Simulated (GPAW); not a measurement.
Set up this calculation in GPAW 26.7.0, as an ASE script.

| Property | Result |
| --- | --- |
| Task | band structure |
| Functional | TPSS |
| Potentials or basis | GPAW PAW data sets (gpaw-data 1.2.1) |
| Cutoff | 800 eV |
| Basis | pw |
| k mesh | 8 × 8 × 8 |
| Occupations | fermi-dirac, width 0.05 eV |
| Spin | spin-orbit coupling, no magnetisation |
| Eigensolver | davidson |
| Maxiter | 150 |
| Band path | GXWKGLUWLK,UX |
| Band points | 80 |
| spin axis theta (degrees) | 54.7 |
| spin axis phi (degrees) | 45 |
| Soc after scf | second variation without the xc potential |

The structure of CdO (Monteponite) lies in POSCAR:

```
CdO
1.0
    0.0000000000      2.3495000000      2.3495000000
    2.3495000000      0.0000000000      2.3495000000
    2.3495000000      2.3495000000      0.0000000000
Cd O
1 1
Direct
    0.0000000000      0.0000000000      0.0000000000
    0.5000000000      0.5000000000      0.5000000000
```

These files were run (other wordings do the same):

run.py

```python
import numpy as np
from ase.dft.bandgap import bandgap
from ase.io import read, write
from ase.units import GPa
from gpaw import GPAW, PW
from gpaw.spinorbit import soc_eigenstates

atoms = read('POSCAR')

calc = GPAW(mode=PW(800),
            xc='MGGA_X_TPSS+MGGA_C_TPSS',
            kpts={'size': (8, 8, 8), 'gamma': True},
            occupations={'name': 'fermi-dirac', 'width': 0.05},
            nbands=18,
            convergence={'density': 1e-05, 'energy': 1e-05},
            eigensolver='davidson',
            maxiter=150,
            txt='gpaw.txt')
atoms.calc = calc
energy = atoms.get_potential_energy()
forces = atoms.get_forces()
stress = atoms.get_stress()
calc.write('gs.gpw')
write('result.traj', atoms)
print(f'Energy: {energy:.6f} eV')
print('Forces (eV/A):')
print(forces.round(4))
print('Stress (GPa):', (stress / GPa).round(3))
print('Fermi level:', round(calc.get_fermi_level(), 4), 'eV')
print(f'Gap: {bandgap(calc)[0]:.4f} eV, direct: {bandgap(calc, direct=True)[0]:.4f} eV')

path = atoms.cell.bandpath('GXWKGLUWLK,UX', npoints=80, eps=1e-4)
bs_calc = calc.fixed_density(kpts=path, symmetry='off', nbands=27,
                             convergence={'bands': 'CBM+6.0', 'eigenstates': 1e-6}, txt='bands.txt')
bs = bs_calc.band_structure()
bs.write('bs.json')
print(f'Gap on the path: {bandgap(bs_calc)[0]:.4f} eV')

soc = soc_eigenstates(bs_calc, theta=54.7, phi=45, ignore_xc_potential=True)
np.savetxt('soc_bands.dat', soc.eigenvalues(), fmt='%.4f')
mesh = soc_eigenstates('gs.gpw', theta=54.7, phi=45, ignore_xc_potential=True)
np.savetxt('soc_mesh.dat', mesh.eigenvalues(), fmt='%.4f')
print('Fermi level with spin-orbit coupling:', round(mesh.fermi_level, 4), 'eV')
```

Potentials or basis: GPAW PAW data sets (gpaw-data 1.2.1), pw.

The run is started by

```console
$ OMP_NUM_THREADS=1 python run.py
```

It gave:

| Property | Result |
| --- | --- |
| Pressure | 1.4 GPa |
| Band gap along the path | none (metal or under the smearing width) |

Caveat: spin-orbit coupling was added after a scalar SCF, so levels and gaps hold it while energy, forces, pressure and moments don't; this program's spin-orbit splittings come out too wide for heavy elements; the PAW data sets were made with another functional, which shifts forces and pressure a little; this crystal is a semiconductor, whose small gap the functional closes, so the metal is an error of the method.

Wall time 2.3 min on 1 thread of Intel(R) Xeon(R) Platinum 8488C (Sapphire Rapids), with other jobs on the host, peak memory 0.39 GiB.
